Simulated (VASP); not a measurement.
**I: equation of state with PBE**

Crystal: I.

```
I
1.0
    -1.61746    1.61746    4.26481
     1.61746   -1.61746    4.26481
     1.61746    1.61746   -4.26481
I
1
Direct
  0.00000 0.00000 0.00000
```

```
Program             : VASP 6.6.1
Task                : equation of state
Functional          : PBE
Potentials or basis : VASP PAW PBE potentials, release 64 (I)
Cutoff              : 520 eV
k mesh              : 11 × 11 × 11
Occupations         : fermi-dirac, width 0.05 eV
Spin                : no spin polarisation
```

```json
{
 "Equilibrium volume": "44.86 Å³/atom",
 "Bulk modulus at fixed shape and positions": "22 GPa",
 "Pressure derivative of the bulk modulus": "5.3"
}
```

Energy against volume, from the lowest point:
```csv
volume (Å³/atom),energy (meV/atom)
41.952,15.10
42.845,6.90
43.737,1.99
44.630,0.00
45.522,0.58
46.415,3.42
47.308,8.27
```

All runs of the series together: 5 min on 1 thread of AMD EPYC 9R45 (Zen 5), on a shared host.

Caveat: the cell was scaled at fixed shape and fractional positions, which overstates the stiffness of a crystal with free parameters, most of all of layers and chains. Spin-orbit coupling is left out, which matters for the levels of I.
